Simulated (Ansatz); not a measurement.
The system is Se.

```
Se
1.0
     4.36620    0.00000    0.00000
    -2.18310    3.78124    0.00000
     0.00000    0.00000    4.95360
Se
3
Direct
  0.77460 0.77460 0.00000
  0.00000 0.22540 0.66667
  0.22540 0.00000 0.33333
```

Base run:

| Item | Value |
| --- | --- |
| Program | Ansatz 0.2.0 |
| Functional | PBEsol |
| Potentials or basis | all-electron LAPW, scalar-relativistic |
| Cutoff | 299 eV (chosen from the basis error) |
| Basis error allowed | 0.002 eV/atom |
| k mesh | 5 × 5 × 4 |
| Occupations | fermi-dirac, width 0.05 eV |
| Spin | no spin polarisation |

Its results: band gap on the k mesh 1.17 eV, indirect (least direct gap 1.32 eV); pressure 0.2 GPa; largest force 0.286 eV/Å.

Problem. The run is repeated on the same cell with these changes: potentials or basis from all-electron LAPW, scalar-relativistic to all-electron LAPW, relativistic spinors; spin from no spin polarisation to spin-orbit coupling, no magnetisation. What comes out?

Solution. Band gap on the k mesh 1.11 eV, indirect (least direct gap 1.28 eV); pressure 0.3 GPa; largest force 0.298 eV/Å.

Spin-orbit coupling splits the band edges, which narrows the gap.

Caveats: the mesh misses the band edges, which the band path finds closer together.
